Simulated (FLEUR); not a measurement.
The system is GaAs.

```xyz
2
Lattice="0.0000 2.8268 2.8268 2.8268 0.0000 2.8268 2.8268 2.8268 0.0000" Properties=species:S:1:pos:R:3 pbc="T T T"
As    4.2403    4.2403    4.2403
Ga    0.0000    0.0000    0.0000
```

Base run:

- Program: FLEUR MaX-R8.1 (later development tree)
- Functional: r2SCAN
- Potentials or basis: all-electron
- Basis: FLAPW
- Kmax: 4.58 1/bohr
- k mesh: 8 × 8 × 8
- Occupations: fermi-dirac, width 0.05 eV
- Spin: no spin polarisation

Its results: band gap on the k mesh 1.02 eV, direct.

Problem. The run is repeated on the same cell with these changes: functional from r2SCAN to PBEsol. What comes out?

Solution. Band gap on the k mesh 0.45 eV, direct.

r2SCAN gives the wider gap, since meta-GGAs in the generalised Kohn-Sham scheme recover part of the derivative discontinuity.

Caveats: the meta-GGA is that of a development version, with a GGA for the radial functions and cores and without core tails (some runs).
